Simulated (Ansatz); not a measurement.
Runs of Ansatz 0.2.0 on CdSe. Symmetry: Fm-3m, No. 225, cubic system. Conventional cell: a = 5.748 Å, b = 5.748 Å, c = 5.748 Å, α = 90.00°, β = 90.00°, γ = 90.00°. Cd (site symmetry m-3m) has 6 Se at 2.87 Å as nearest neighbours. Se (site symmetry m-3m) is surrounded by 6 Cd at 2.87 Å. Measurements of this composition are mostly on another form, of space group No. 186.

| task | level | spin | cell | k mesh | cutoff (eV) | points for each segment of the path | gap on the mesh (eV) | pressure (GPa) | relaxed volume (Å³/atom) |
| --- | --- | --- | --- | --- | --- | --- | --- | --- | --- |
| relaxation of cell and atoms | BLYP | off | relaxed | 8 × 8 × 8 | 420 | - | none | 0.0 | 25.32 |
| band structure | r2SCAN | off | as given | 8 × 8 × 8 | 500 | 14 | none | -2.1 | - |
| relaxation of cell and atoms | revPBE | off | relaxed | 8 × 8 × 8 | 420 | - | none | 0.0 | 24.30 |
| band structure | r2SCAN | SOC, no magnetisation | as given | 6 × 6 × 6 | 500 | 14 | none | -2.1 | - |
| band structure | BLYP | off | as given | 8 × 8 × 8 | 420 | 14 | none | (a) | - |

Alike in all rows: potentials or basis Ansatz PAW; smearing fermi-dirac 0.05 eV.

Estimate the missing entries.

(a) 3.7.

Caveats: the PAW data sets come from PBE, with cores solved anew for the run's functional, which leaves a small shift of forces and pressure; the plane-wave basis is chosen anew once the cell has moved, so the energies of steps on either side of that aren't comparable (some runs).

A k mesh can miss the band edges, and rows without SOC leave out spin-orbit coupling on Cd, Se.

A gap of «none» marks a metal or a gap under the smearing width.

Runs at the PBE level aren't shown here.
